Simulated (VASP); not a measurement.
# GaSb (F-43m) in VASP: notebook, part 2 of 2

VASP 6.6.1. Earlier steps stand in the parts before.

## Step 4: Single point, RPBE+D3(BJ)

File INCAR:

```
  PREC = Accurate
  ENCUT = 520
  EDIFF = 1E-6
  ISMEAR = -1
  SIGMA = 0.05
  LREAL = False
  LASPH = True
  NELM = 80
  ALGO = Normal
  ISIF = 2
  LWAVE = False
  LCHARG = True
  GGA = RP
  IVDW = 12
  LELF = True
  LVHAR = True
  NBANDS = 16
```

File KPOINTS:

```
regular mesh
0
Gamma
  8 8 8
```

File POSCAR:

```
GaSb
1.0
    0.0000000000      3.0590000000      3.0590000000
    3.0590000000      0.0000000000      3.0590000000
    3.0590000000      3.0590000000      0.0000000000
Sb Ga
1 1
Direct
    0.7500000000      0.7500000000      0.7500000000
    0.0000000000      0.0000000000      0.0000000000
```

Potentials or basis: VASP PAW PBE potentials, release 64 (Sb, Ga_d).

The run is started by

```
> cat potpaw_PBE.64/Sb/POTCAR potpaw_PBE.64/Ga_d/POTCAR > POTCAR
> mpirun -np 1 vasp_std > vasp.out
```

OUTCAR:

```text
PREC = Accurate
   ENCUT = 520
   EDIFF = 1E-6
   ISMEAR = -1
   LREAL = False
   LASPH = True
   NELM = 80
   ISIF = 2
   GGA = RP
   IVDW = 12
 IVDW          = 12

 ion  position               nearest neighbor table
   1  0.750  0.750  0.750-   2 2.65   2 2.65   2 2.65   2 2.65
   2  0.000  0.000  0.000-   1 2.65   1 2.65   1 2.65   1 2.65

  LATTYP: Found a face centered cubic cell.
 ALAT       =     6.1180000000

  Lattice vectors:

 A1 = (   0.0000000000,   3.0590000000,   3.0590000000)
 A2 = (   3.0590000000,   0.0000000000,   3.0590000000)
 A3 = (   3.0590000000,   3.0590000000,   0.0000000000)

Analysis of symmetry for initial positions (statically):
=====================================================================
 Subroutine PRICEL returns:
 Original cell was already a primitive cell.

 Routine SETGRP: Setting up the symmetry group for a
 face centered cubic supercell.

 Subroutine GETGRP returns: Found 24 space group operations
 (whereof 24 operations were pure point group operations)
 out of a pool of 48 trial point group operations.

The static configuration has the point symmetry T_d .

Analysis of symmetry for dynamics (positions and initial velocities):
[... 161 lines left out ...]
 cond. band min:       5.1122032022   @ k =   0.0000   0.0000   0.0000
 fundamental gap:      0.1321819686
 Fermi energy:         5.0826114769

 k-point     1 :       0.0000    0.0000    0.0000
  band No.  band energies     occupation
      1     -10.0583      2.00000
      2     -10.0583      2.00000
      3     -10.0583      2.00000
      4     -10.0089      2.00000
      5     -10.0089      2.00000
      6      -6.4627      2.00000
[... 433 lines left out ...]
      3     -10.0416      2.00000
      4     -10.0119      2.00000
      5     -10.0086      2.00000
      6      -4.4896      2.00000
[... 8 lines left out ...]
     15      14.7425      0.00000
     16      15.2135      0.00000

 [... further k-points ...]

------------------------ aborting loop because EDIFF is reached ----------------------------------------

 Edisp (eV)   -2.97527

 E8    (eV) :    -1.9720

  FORCE on cell =-STRESS in cart. coord.  units (eV):
  Direction    XX          YY          ZZ          XY          YZ          ZX
  --------------------------------------------------------------------------------------
  -------------------------------------------------------------------------------------
  Total      -1.98571    -1.98571    -1.98571     0.00000     0.00000     0.00000
  in kB     -55.57230   -55.57230   -55.57230     0.00000     0.00000     0.00000
  external pressure =      -55.57 kB  Pullay stress =        0.00 kB

 VOLUME and BASIS-vectors are now :
 -----------------------------------------------------------------------------
  energy-cutoff  :      520.00
  volume of cell :       57.25
      direct lattice vectors                 reciprocal lattice vectors
     0.000000000  3.059000000  3.059000000    -0.163452109  0.163452109  0.163452109
     3.059000000  0.000000000  3.059000000     0.163452109 -0.163452109  0.163452109
     3.059000000  3.059000000  0.000000000     0.163452109  0.163452109 -0.163452109

 POSITION                                       TOTAL-FORCE (eV/Angst)
 -----------------------------------------------------------------------------------
      4.58850      4.58850      4.58850         0.000000      0.000000      0.000000
      0.00000      0.00000      0.00000        -0.000000     -0.000000     -0.000000
 -----------------------------------------------------------------------------------
    total drift:                               -0.000002     -0.000002     -0.000002

  FREE ENERGIE OF THE ION-ELECTRON SYSTEM (eV)
  ---------------------------------------------------
  free  energy   TOTEN  =        -9.6263501300 eV

  energy  without entropy=       -9.6259832254  energy(sigma->0) =       -9.62616668
```

OSZICAR:

```text
N       E                     dE             d eps       ncg     rms          rms(c)
DAV:   1     0.819311064837E+02    0.81931E+02   -0.85959E+03   952   0.136E+03
DAV:   2    -0.483647909505E+00   -0.82415E+02   -0.79414E+02  1112   0.293E+02
DAV:   3    -0.656070259805E+01   -0.60771E+01   -0.60505E+01  1128   0.641E+01
DAV:   4    -0.666637254904E+01   -0.10567E+00   -0.10566E+00  1216   0.939E+00
DAV:   5    -0.666863551882E+01   -0.22630E-02   -0.22629E-02  1112   0.122E+00    0.327E+00
DAV:   6    -0.664701555792E+01    0.21620E-01   -0.55448E-02  1384   0.362E+00    0.200E+00
DAV:   7    -0.664721815261E+01   -0.20259E-03   -0.38440E-02  1048   0.160E+00    0.352E-01
DAV:   8    -0.664984153791E+01   -0.26234E-02   -0.51942E-03  1144   0.776E-01    0.802E-02
DAV:   9    -0.665090760399E+01   -0.10661E-02   -0.14647E-03  1040   0.247E-01    0.354E-02
DAV:  10    -0.665103629752E+01   -0.12869E-03   -0.16255E-04  1208   0.697E-02    0.101E-02
DAV:  11    -0.665107199697E+01   -0.35699E-04   -0.68579E-05  1056   0.588E-02    0.710E-03
DAV:  12    -0.665107577345E+01   -0.37765E-05   -0.93115E-06  1168   0.175E-02    0.213E-03
DAV:  13    -0.665107536889E+01    0.40456E-06   -0.23476E-07   864   0.296E-03
   1 F= -.96263501E+01 E0= -.96261667E+01  d E =-.366905E-03
```

Wall time 18 s (1 thread of Intel Xeon Platinum 8259CL at 2.50GHz (Skylake/Cascade Lake), shared host); peak memory 0.2 GiB.

Results:

| Item | Value |
| --- | --- |
| Free energy | -9.6264 eV |
| Pressure | -5.6 GPa |
| Band gap on the k mesh | 0.13 eV, direct |
| Dispersion energy per atom | -1.488 eV |

Caveat: the PAW data sets were made with another functional, which shifts forces and pressure a little; spin-orbit coupling is left out, which moves the levels of the heavy elements. A k mesh can miss the band edges.

## Step 5: Single point, revPBE+D4

This run uses another cell than the first one, of 28.05 Å³/atom, 0.980 times its volume.

File INCAR:

```
SYSTEM = GaSb
ALGO     = Normal         ! electronic algorithm
EDIFF    = 1E-7           ! SCF threshold, eV
ENCUT    = 520            ! plane-wave cutoff, eV
GGA      = RE             ! functional
ISIF     = 2              ! what is computed and relaxed
ISMEAR   = -1             ! smearing method
IVDW     = 13             ! dispersion correction
LASPH    = .True.         ! aspherical terms in the spheres
LCHARG   = .False.        ! write CHGCAR
LREAL    = .False.        ! projectors in reciprocal space
LWAVE    = .False.        ! write WAVECAR
NBANDS   = 16             ! bands
NELM     = 100            ! most SCF steps
PREC     = Accurate       ! precision mode
SIGMA    = 0.05           ! smearing width, eV
```

File KPOINTS:

```
k-points
0
Gamma
  8 8 8
  0 0 0
```

File POSCAR:

```
GaSb
1.0
    0.0000000000      3.0384691801      3.0384691801
    3.0384691801      0.0000000000      3.0384691801
    3.0384691801      3.0384691801      0.0000000000
Sb Ga
1 1
Direct
    0.7500000000      0.7500000000      0.7500000000
    0.0000000000      0.0000000000      0.0000000000
```

The run is started by

```
> cat potpaw_PBE.64/Sb/POTCAR potpaw_PBE.64/Ga_d/POTCAR > POTCAR
> mpirun -np 1 vasp_std > vasp.out
```

Wall time 17 s (1 thread of Intel Xeon Platinum 8259CL at 2.50GHz (Skylake/Cascade Lake), shared host); peak memory 0.18 GiB.

The run converged. Its results:

- Free energy: -8.0810 eV
- Pressure: 0.5 GPa
- Band gap on the k mesh: 0.25 eV, direct
- Dispersion energy per atom: -0.676 eV

Levels at points of the mesh, in eV from the valence-band top:
```tsv
k point	band 6	band 7	band 8	band 9	band 10	band 11	band 12	band 13
(0.00, 0.00, 0.00)	-11.59	0.00	0.00	0.00	0.25	2.78	2.78	2.78
(0.50, 0.00, 0.00)	-9.92	-6.44	-1.19	-1.19	0.50	3.76	3.76	6.57
(0.50, 0.50, 0.00)	-9.06	-6.88	-2.64	-2.64	0.94	1.28	8.84	8.84
```

Caveat: the PAW data sets were made with another functional, which shifts forces and pressure a little; spin-orbit coupling is left out, which moves the levels of the heavy elements.

## Step 6: Overview

| level | potentials or basis | cell | gap on the mesh (eV) | pressure (GPa) |
| --- | --- | --- | --- | --- |
| LDA | VASP PAW LDA potentials, release 64 (Sb, Ga_d) | a = 4.326 Å, angles 60.0°, 2 atoms | none | -1.6 |
| RPBE+D3(BJ) | VASP PAW PBE potentials, release 64 (Sb, Ga_d) | a = 4.297 Å, angles 60.0°, 2 atoms | 0.28 | -4.7 |
| RPBE+D3(BJ) | VASP PAW PBE potentials, release 64 (Sb, Ga_d) | a = 4.326 Å, angles 60.0°, 2 atoms | 0.13 | -5.6 |
| revPBE+D4 | VASP PAW PBE potentials, release 64 (Sb, Ga_d) | a = 4.297 Å, angles 60.0°, 2 atoms | 0.25 | 0.5 |

Alike in all rows: task single point; no spin polarisation; k mesh 8 × 8 × 8; cutoff (eV) 520; smearing fermi-dirac 0.05 eV.

Caveats: spin-orbit coupling is left out, which moves the levels of the heavy elements; the PAW data sets were made with another functional, which shifts forces and pressure a little (some runs).

Total energies depend on the potentials used, so only differences within one code and one set of settings carry meaning.

## Step 7: Against experiment

Step 2. Measured gap of GaSb: 0.811 eV (direct; 4.2 K; a printed reference work, data compilation). This calculation gives 0.00 eV (-0.81 eV). Spin-orbit coupling on Ga, Sb is left out. The value is that of LDA on a finite k mesh, which can miss the band edges, without temperature or zero-point motion. Semilocal functionals fall short of measured gaps as a rule.

Step 5. Against the measured gap of GaSb, 0.811 eV (direct; 4.2 K; a printed reference work, data compilation), the calculated 0.25 eV is off by -0.56 eV. Spin-orbit coupling on Ga, Sb is left out. The value is that of revPBE+D4 on a finite k mesh, which can miss the band edges, without temperature or zero-point motion. Semilocal functionals fall short of measured gaps as a rule.
